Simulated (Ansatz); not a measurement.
# Bi2Te3 (Tellurobismuthite) (R-3m) in Ansatz: settings compared, part 2 of 2

Ansatz 0.2.0. The steps go on from the part before.

### Step 3. Band structure, PBE

Contents of input.yaml:

```yaml
crystal:
  lattice:
    - [2.193, 1.2661291403, 10.1656666667]
    - [-2.193, 1.2661291403, 10.1656666667]
    - [0.0, -2.5322582807, 10.1656666667]
  atoms:
    - { symbol: Bi, position: [0.6, 0.6, 0.6] }
    - { symbol: Bi, position: [0.4, 0.4, 0.4] }
    - { symbol: Te, position: [0.7905, 0.7905, 0.7905] }
    - { symbol: Te, position: [0.2095, 0.2095, 0.2095] }
    - { symbol: Te, position: [0.0, 0.0, 0.0] }
hamiltonian:
  xc: pbe
  pseudopotentials: { kind: paw }
kpoints:
  mp_grid: { grid: [7, 7, 7] }
  band_path:
    path:
      - [[0.0, 0.0, 0.0], [0.5, 0.0, 0.0], [0.5, 0.1770083925, -0.1770083925]]
      - [[0.8229916075, 0.5, 0.1770083925], [0.5, 0.5, 0.5], [0.0, 0.0, 0.0], [0.3385041962, 0.0, -0.3385041962]]
      - [[0.6614958038, 0.3385041962, 0.0], [0.5, 0.5, 0.0], [0.6614958038, 0.6614958038, 0.1770083925], [0.5, 0.5, 0.5]]
      - [[0.5, 0.0, 0.0], [0.8229916075, 0.3385041962, 0.3385041962]]
    npoints: 14
scf:
  occupations: { method: fermi_dirac, width: 0.05 }
  n_extra_bands: 12
output:
  forces: true
  stress: true
  eigenvalues: true
  fatbands: false
  write_density: true
  write_potential: true
  elf: true
  volumetric_format: npy
```

Potentials or basis: Ansatz PAW.

Launch:

```bash
ansatz run input.yaml --threads 2 --pin off --max-ram 5632MiB --backend cpu --events-out ev --progress --plain --runs-dir out
```

Output:

```text
Warning: RAYON_NUM_THREADS=2 ignored (pool sized by the plan → 2); use --threads N
basis.fft_grid_basis auto: the FFT boxes are laid along the combinations [[1, -1, 0], [0, 1, 0], [0, -1, 1]] of the cell's own vectors, 4.386, 10.476 and 4.386 Å long. The dense box has 30×72×30 points. Along the cell's own vectors, as sized, it would have 72×72×72, 5.76 times as many. Of the 12 symmetry operations that the crystal satisfies within crystal.symmetry.tolerance (time reversal apart; of a slab, those that keep its plane) the dense box along the cell's own vectors carries 12, and the one as laid loses 8 of those. basis.fft_grid_basis: typed keeps the cell's own vectors: state it where this run's energies or levels are differenced outside the engine with another run's, or held beside a run that keeps those vectors. Those combinations have planes normal to reciprocal vector 3, as the cell's own vectors have. Each planar average written beside output.write_density, output.write_potential has a row for each plane of the box: 30. The volumetric files lie along those combinations, not along the cell's own vectors: a cube or XSF file states them, and fields.json those of NumPy files.
scf.n_extra_bands = 12 over 39 filled bands (N_el = 78.0): the run solves 51 bands
Engine: ansatz 0.2.0, aarch64-unknown-linux-gnu
Pseudopotentials: kind: paw
Pseudopotential: Bi, paw, valence charge 15, recommended cutoff 420 eV (normal), Bi.paw.azcp
Pseudopotential: Te, paw, valence charge 16, recommended cutoff 420 eV (normal), Te.paw.azcp
Functional definition: PBE
  parameter kappa = 0.804
  parameter beta = 0.06672455060314922
  exchange = pbe_x(kappa = kappa, mu = beta*pi^2/3)
  correlation = pbe_c(beta = beta)
Crystal: 5 atoms, lattice volume = 169.357 Å³
Basis set: ecut = 420 eV, 3345 PW (Γ), FFT grids on a1−a2, a2, −a2+a3, exchange–correlation on 60×144×60 points (8 copies of the dense FFT grid, shifted against one another)
Bands: 51, of which v1, the nominal top of the filled ones, is band 39 counted from 1 (38 counted from 0)
Symmetry: 12 space group operations
Space group: R-3m (ITA 166), of the structure as read, at distance tolerance 5.5e-5 Å
k-points: 44 of 343
Non-local potential: Bi, projectors of the file, l = 0: 2, l = 1: 2, l = 2: 2, l = 3: 2
Non-local potential: Te, projectors of the file, l = 0: 2, l = 1: 2, l = 2: 2, l = 3: 2
PAW form: soft (Blöchl's): semilocal exchange-correlation on the pseudo side does not see the compensation charge
PAW one-centre angular grid: Bi, 590 points (default); XC on 64 Gauss nodes
PAW one-centre angular grid: Te, 590 points (default); XC on 64 Gauss nodes
Initial density: superposition of atomic densities (neutral atoms: chi_scale 0, normalization atom), corrected by the library's trained network
Initial wavefunctions: pseudopotential atomic-orbital guess
Functional: x = pbe(κ = 0.804, μ = 0.2195149727645171), c = pbe(β = 0.06672455060314922)
SCF iter   1: F=—  HF=-45734.111648 eV  |F-HF|=—  |Δ(HF+E_count)|=         —  Δρ=1.03e-3  dr2=2.54e-3  ethr=1.77e-3  ⟨swp⟩=9.4  Hψ=10630  notcnv=0  defer=68
preconditioner: auto → Resta (q_TF=auto, 2.398 Å⁻¹)  ε∞=3.4  [insulator: Δε(μ)=0.295 eV  Ē_g=9.815 eV  σ=0.050 eV  W_gap=0.90  n_scr=42 (ndim 8)  ℏωp=15.1 eV  f_vac=0.015  D(μ)=0.01/eV (n_scr^D=0)  ε∞_Penn≈3.4]
SCF iter   2: F=—  HF=-45734.108729 eV  |F-HF|=—  |Δ(HF+E_count)|=   2.92e-3  Δρ=5.26e-4  dr2=5.85e-4  ethr=3.25e-6  ⟨swp⟩=3.0  Hψ=4594  notcnv=0  defer=121
SCF iter   3: F=—  HF=-45734.108863 eV  |F-HF|=—  |Δ(HF+E_count)|=   1.34e-4  Δρ=2.78e-4  dr2=1.87e-4  ethr=7.50e-7  ⟨swp⟩=2.0  Hψ=3096  notcnv=0  defer=121
SCF iter   4: F=—  HF=-45734.108953 eV  |F-HF|=—  |Δ(HF+E_count)|=   8.99e-5  Δρ=1.06e-4  dr2=8.02e-5  ethr=2.40e-7  ⟨swp⟩=2.0  Hψ=2531  notcnv=0  defer=121
SCF iter   5: F=—  HF=-45734.108980 eV  |F-HF|=—  |Δ(HF+E_count)|=   2.71e-5  Δρ=4.71e-5  dr2=4.60e-6  ethr=1.03e-7  ⟨swp⟩=1.5  Hψ=2167  notcnv=0  defer=121
SCF iter   6: F=—  HF=-45734.108983 eV  |F-HF|=—  |Δ(HF+E_count)|=   2.97e-6  Δρ=9.13e-6  dr2=1.52e-7  ethr=5.89e-9  ⟨swp⟩=3.0  Hψ=3844  notcnv=0  defer=121
SCF iter   7: F=-45734.108983 eV  HF=-45734.108983 eV  |F-HF|=1.10e-8  |Δ(HF+E_count)|=   2.37e-7  Δρ=2.90e-6  dr2=2.21e-8  ethr=1.28e-10  ⟨swp⟩=17.8  Hψ=18262  notcnv=0
SCF 1 converged in 7 iterations: F = -45734.108983 eV  dr2 = 2.21e-8
NSCF: frozen V_eff on 130 k-points
SCF converged after 7 iterations
Free energy (F): -45734.108983 eV
Harris-Foulkes:  -45734.108983 eV  (|F-HF|=1.10e-8)
Internal energy: -45734.108819 eV  (E = F + TS)
E sigma→0 (E₀):  -45734.108901 eV
Entropy (-TS):   -0.000165 eV (-0.033 meV/atom)
Fermi energy:    9.466130 eV
--- Per-component energies (eV) ---
  E_band       = -991.205328
  E_kinetic    = 1144.363971
  E_local      = -6864.289207  (includes V_loc(G=0)·N_el)
  E_nonlocal   = 191.550775
  E_hartree    = 3425.228817
  E_xc         = -676.532891
  E_vxc        = -601.962113  (∫ρ·V_xc dr)
  E_paw        = -35312.405152  (= ΣΔE_a)
  E_vpaw       = -1711.320911  (= ΣTr[D̂ρ^β])
  E_aug_tail   = -0.001460  (compensation charges beyond the density's cutoff)
  E_ewald      = -7642.023672
  E_smearing   = -0.000165  (= −TS)
  E_closure    = 0.000000  (closes the sum)
  Σ components = -45734.108983   (vs F -45734.108983, Δ=0.00e0)
--- Forces (eV/Å), atoms counted from 1 ---
  atom   1  Bi    -0.00000000     0.00000000    -0.03485580
  atom   2  Bi     0.00000000    -0.00000000     0.03485580
  atom   3  Te     0.00000000     0.00000000    -0.04203747
  atom   4  Te    -0.00000000    -0.00000000     0.04203747
  atom   5  Te     0.00000000     0.00000000     0.00000000
  max |Σ_I F_I| component: 6.94e-18 eV/Å
--- Stress (GPa, compression-positive) ---
        1.969959       0.000000      -0.000000
        0.000000       1.969959       0.000000
       -0.000000       0.000000       1.773424
  P = ⅓ Tr σ = 1.9044 GPa (19.044 kbar)
--- Band table (eV; the first three rows and the last of 44) ---
  k-point 0: bands = ["-27.3937", "-27.3937", "-27.3892", "-27.3873", "-27.3866", "-27.3866", "-27.3852", "-27.3852", "-27.3843", "-27.3843", "-27.2385", "-27.2320", "-27.2320", "-27.2017", "-27.2017", "-13.8991", "-13.8991", "-13.8973", "-13.8973", "-13.8905", "-13.8892", "-13.8864", "-13.8864", "-13.8851", "-13.8851", "-4.0180", "-3.2899", "-2.0936", "0.3993", "0.8571", "6.9981", "7.2302", "7.5811", "7.5811", "7.6107", "7.6107", "8.4479", "8.4479", "9.3184", "9.6092", "9.9691", "9.9691", "11.2879", "11.4263", "11.4263", "14.1476", "14.6654", "15.2738", "15.2738", "15.6553", "15.6553"]
  k-point 1: bands = ["-27.3937", "-27.3936", "-27.3889", "-27.3876", "-27.3866", "-27.3864", "-27.3852", "-27.3851", "-27.3843", "-27.3842", "-27.2384", "-27.2321", "-27.2320", "-27.2017", "-27.2015", "-13.9007", "-13.8988", "-13.8971", "-13.8953", "-13.8893", "-13.8882", "-13.8871", "-13.8863", "-13.8859", "-13.8847", "-3.8393", "-3.1393", "-1.9681", "0.2363", "0.7048", "6.1807", "6.2904", "6.9864", "6.9952", "7.6748", "7.9772", "8.1970", "8.3403", "8.6558", "10.5660", "10.6413", "10.7052", "11.2339", "11.3118", "11.9205", "13.6320", "14.2877", "15.3603", "15.4329", "15.9757", "16.1864"]
  k-point 2: bands = ["-27.3937", "-27.3931", "-27.3885", "-27.3882", "-27.3865", "-27.3858", "-27.3852", "-27.3849", "-27.3843", "-27.3841", "-27.2382", "-27.2322", "-27.2321", "-27.2017", "-27.2010", "-13.9052", "-13.9028", "-13.8942", "-13.8920", "-13.8907", "-13.8886", "-13.8849", "-13.8841", "-13.8831", "-13.8829", "-3.3177", "-2.7322", "-1.6378", "-0.3616", "0.2696", "5.0558", "5.6827", "5.9749", "6.4669", "6.9267", "7.0560", "8.2828", "8.3593", "8.6618", "10.2964", "10.6937", "10.8616", "11.9736", "12.1094", "12.9057", "13.3772", "14.8031", "15.1339", "16.2513", "16.5735", "16.7375"]
  k-point 43: bands = ["-27.3937", "-27.3936", "-27.3889", "-27.3876", "-27.3866", "-27.3864", "-27.3852", "-27.3851", "-27.3843", "-27.3842", "-27.2384", "-27.2321", "-27.2320", "-27.2017", "-27.2015", "-13.9007", "-13.8988", "-13.8971", "-13.8953", "-13.8892", "-13.8882", "-13.8871", "-13.8863", "-13.8859", "-13.8847", "-3.6993", "-3.4340", "-1.5160", "-0.4702", "1.1390", "6.0449", "6.5577", "7.0984", "7.1412", "7.3095", "7.5096", "8.2331", "8.5512", "9.0912", "9.9448", "10.2663", "10.8766", "11.5481", "11.6346", "11.9908", "13.9483", "14.5078", "14.7389", "15.3654", "15.4101", "16.3263"]
```

It took 32 s on 2 threads of Arm Neoverse V1, shared host; peak memory 0.88 GiB.

Results:

```
Free energy             : -45734.1090 eV
Pressure                : 1.9 GPa
Largest force           : 0.042 eV/Å
Band gap on the k mesh  : 0.29 eV, direct
Band gap along the path : 0.29 eV, direct
```

Forces in eV/Å, atoms in the order of the input:
```
Bi   0.000  0.000 -0.035
Bi   0.000  0.000  0.035
Te   0.000  0.000 -0.042
Te   0.000  0.000  0.042
Te   0.000  0.000  0.000
```

Levels at the corners of the path, in eV from the valence-band top:
| point | band 36 | band 37 | band 38 | band 39 | band 40 | band 41 | band 42 | band 43 |
| --- | --- | --- | --- | --- | --- | --- | --- | --- |
| Γ | -1.71 | -0.87 | -0.87 | 0.00 | 0.29 | 0.65 | 0.65 | 1.97 |
| L | -2.91 | -2.42 | -0.92 | -0.51 | 0.58 | 1.06 | 2.75 | 2.79 |
| B1 | -2.56 | -1.95 | -0.98 | -0.78 | 1.20 | 1.45 | 2.52 | 3.24 |
| B | -2.56 | -1.95 | -0.98 | -0.78 | 1.20 | 1.45 | 2.52 | 3.24 |
| Z | -1.41 | -1.16 | -1.16 | -0.44 | 0.84 | 1.13 | 1.13 | 1.64 |
| Γ | -1.71 | -0.87 | -0.87 | 0.00 | 0.29 | 0.65 | 0.65 | 1.97 |
| X | -2.98 | -1.63 | -1.39 | -0.65 | 1.08 | 2.01 | 2.05 | 3.63 |
| Q | -2.98 | -1.63 | -1.39 | -0.65 | 1.08 | 2.01 | 2.05 | 3.63 |
| F | -1.99 | -1.82 | -1.55 | -0.96 | 0.85 | 1.52 | 2.05 | 2.65 |
| P1 | -2.46 | -1.36 | -1.32 | -1.24 | 1.17 | 1.31 | 1.68 | 2.60 |
| Z | -1.41 | -1.16 | -1.16 | -0.44 | 0.84 | 1.13 | 1.13 | 1.64 |
| L | -2.91 | -2.42 | -0.92 | -0.51 | 0.58 | 1.06 | 2.75 | 2.79 |
| P | -2.46 | -1.36 | -1.32 | -1.24 | 1.17 | 1.31 | 1.68 | 2.60 |

Caveat: spin-orbit coupling is left out, which as a rule narrows the gap of such compounds by several tenths of an eV.

### Step 4. Band structure, PBEsol

input.yaml: that of step 3 with these lines changed.

```diff
@@ -12,3 +12,3 @@
 hamiltonian:
-  xc: pbe
+  xc: pbesol
   pseudopotentials: { kind: paw }
@@ -31,5 +31 @@
   fatbands: false
-  write_density: true
-  write_potential: true
-  elf: true
-  volumetric_format: npy
```

Launch:

```bash
ansatz run input.yaml --threads 2 --pin off --max-ram 5632MiB --backend cpu --events-out ev --progress --plain --runs-dir out
```

Run time: 27 s. Hardware: 2 threads of Arm Neoverse V1, shared host; peak memory 0.76 GiB.

It converged, with:

| Property | Result |
| --- | --- |
| Free energy | -45189.6534 eV |
| Pressure | -0.6 GPa |
| Largest force | 0.114 eV/Å |
| Band gap on the k mesh | 0.24 eV, direct |
| Band gap along the path | 0.24 eV, direct |

Forces on the atoms (eV/Å):
```
Bi   0.000  0.000 -0.045
Bi   0.000  0.000  0.045
Te   0.000  0.000 -0.114
Te   0.000  0.000  0.114
Te   0.000  0.000  0.000
```

Stress tensor (GPa, compression positive):
```
-0.50  0.00  0.00
 0.00 -0.50  0.00
 0.00  0.00 -0.80
```

Levels at the corners of the path, in eV from the valence-band top:
```csv
point,band 36,band 37,band 38,band 39,band 40,band 41,band 42,band 43
Γ,-1.69,-0.85,-0.85,0.00,0.24,0.64,0.64,1.95
L,-2.90,-2.43,-0.90,-0.50,0.54,1.05,2.74,2.74
B1,-2.57,-1.95,-0.97,-0.77,1.17,1.44,2.52,3.23
B,-2.57,-1.95,-0.97,-0.77,1.17,1.44,2.52,3.23
Z,-1.40,-1.14,-1.14,-0.46,0.82,1.13,1.13,1.64
Γ,-1.69,-0.85,-0.85,0.00,0.24,0.64,0.64,1.95
X,-2.98,-1.62,-1.39,-0.64,1.05,2.00,2.05,3.63
Q,-2.98,-1.62,-1.39,-0.64,1.05,2.00,2.05,3.63
F,-2.00,-1.83,-1.54,-0.95,0.83,1.49,2.05,2.63
P1,-2.47,-1.35,-1.33,-1.23,1.15,1.28,1.68,2.56
Z,-1.40,-1.14,-1.14,-0.46,0.82,1.13,1.13,1.64
L,-2.90,-2.43,-0.90,-0.50,0.54,1.05,2.74,2.74
P,-2.47,-1.35,-1.33,-1.23,1.15,1.28,1.68,2.56
```

Caveat: spin-orbit coupling is left out, which as a rule narrows the gap of such compounds by several tenths of an eV; the PAW data sets come from PBE, with cores solved anew for the run's functional, which leaves a small shift of forces and pressure.

### Step 5. Band structure, RPBE

input.yaml: that of step 4 with these lines changed.

```diff
@@ -12,3 +12,3 @@
 hamiltonian:
-  xc: pbesol
+  xc: rpbe
   pseudopotentials: { kind: paw }
@@ -31 +31,5 @@
   fatbands: false
+  write_density: true
+  write_potential: true
+  elf: true
+  volumetric_format: npy
```

Launch:

```bash
ansatz run input.yaml --threads 2 --pin off --max-ram 5632MiB --backend cpu --events-out ev --progress --plain --runs-dir out
```

Run time: 31 s. Hardware: 2 threads of Arm Neoverse V1, shared host; peak memory 0.88 GiB.

It converged, with:

* Free energy: -45791.7845 eV
* Pressure: 3.3 GPa
* Largest force: 0.036 eV/Å
* Band gap on the k mesh: 0.34 eV, direct
* Band gap along the path: 0.34 eV, direct

Forces on the atoms (eV/Å):
```
Bi   0.000  0.000 -0.033
Bi   0.000  0.000  0.033
Te   0.000  0.000 -0.036
Te   0.000  0.000  0.036
Te   0.000  0.000  0.000
```

Stress tensor (GPa, compression positive):
```
3.34 0.00 0.00
0.00 3.34 0.00
0.00 0.00 3.23
```

Levels at the corners of the path, in eV from the valence-band top:
```tsv
point	band 36	band 37	band 38	band 39	band 40	band 41	band 42	band 43
Γ	-1.72	-0.89	-0.89	0.00	0.34	0.66	0.66	1.99
L	-2.91	-2.41	-0.94	-0.51	0.61	1.07	2.76	2.83
B1	-2.56	-1.95	-0.99	-0.78	1.22	1.47	2.53	3.25
B	-2.56	-1.95	-0.99	-0.78	1.22	1.47	2.53	3.25
Z	-1.42	-1.18	-1.18	-0.43	0.87	1.14	1.14	1.65
Γ	-1.72	-0.89	-0.89	0.00	0.34	0.66	0.66	1.99
X	-2.97	-1.63	-1.39	-0.66	1.11	2.03	2.07	3.64
Q	-2.97	-1.63	-1.39	-0.66	1.11	2.03	2.07	3.64
F	-1.99	-1.81	-1.57	-0.97	0.88	1.55	2.05	2.68
P1	-2.46	-1.38	-1.31	-1.24	1.20	1.33	1.69	2.64
Z	-1.42	-1.18	-1.18	-0.43	0.87	1.14	1.14	1.65
L	-2.91	-2.41	-0.94	-0.51	0.61	1.07	2.76	2.83
P	-2.46	-1.38	-1.31	-1.24	1.20	1.33	1.69	2.64
```

Caveat: spin-orbit coupling is left out, which as a rule narrows the gap of such compounds by several tenths of an eV; the PAW data sets come from PBE, with cores solved anew for the run's functional, which leaves a small shift of forces and pressure.

### Step 6. The runs side by side

| level | gap on the mesh (eV) | pressure (GPa) | largest force (eV/Å) |
| --- | --- | --- | --- |
| LDA | 0.21 | -1.8 | 0.19 |
| PBE | 0.29 | 1.9 | 0.04 |
| PBEsol | 0.24 | -0.6 | 0.11 |
| RPBE | 0.34 | 3.3 | 0.04 |

Alike in all rows: task band structure; potentials or basis Ansatz PAW; no spin polarisation; cell as given; k mesh 7 × 7 × 7; cutoff (eV) 420; smearing fermi-dirac 0.05 eV.

On the cell as given the gap runs from 0.21 eV (LDA) to 0.34 eV (RPBE). The pressure there spans -1.8 GPa (LDA) to 3.3 GPa (RPBE); a positive pressure means that this level wants a larger cell, a negative one a smaller.

Caveats: spin-orbit coupling is left out, which as a rule narrows the gap of such compounds by several tenths of an eV; the PAW data sets come from PBE, with cores solved anew for the run's functional, which leaves a small shift of forces and pressure (some runs).

Total energies depend on the potentials used, so only differences within one code and one set of settings carry meaning.

### Step 7. How close it comes

Step 2. A measured gap of Bi2Te3 is 0.17 eV (quoted in “Vacancy and Antisite-Induced Ferromagnetism in Liquid-Phase Exfoliated Bi2Te3”, 2024, arxiv:2412.10539); the calculated 0.21 eV misses it by +0.04 eV. Spin-orbit coupling on Bi, Te is left out. The value is that of LDA, without temperature or zero-point motion.

Step 3. Against the measured gap of Bi2Te3, 0.17 eV (quoted in “Vacancy and Antisite-Induced Ferromagnetism in Liquid-Phase Exfoliated Bi2Te3”, 2024, arxiv:2412.10539), the calculated 0.29 eV is off by +0.12 eV. Spin-orbit coupling on Bi, Te is left out. The value is that of PBE, without temperature or zero-point motion.

Step 4. Against the measured gap of Bi2Te3, 0.17 eV (quoted in “Vacancy and Antisite-Induced Ferromagnetism in Liquid-Phase Exfoliated Bi2Te3”, 2024, arxiv:2412.10539), the calculated 0.24 eV is off by +0.07 eV. Spin-orbit coupling on Bi, Te is left out. The value is that of PBEsol, without temperature or zero-point motion.

Step 5. Against the measured gap of Bi2Te3, 0.17 eV (quoted in “Vacancy and Antisite-Induced Ferromagnetism in Liquid-Phase Exfoliated Bi2Te3”, 2024, arxiv:2412.10539), the calculated 0.34 eV is off by +0.17 eV. Spin-orbit coupling on Bi, Te is left out. The value is that of RPBE, without temperature or zero-point motion.
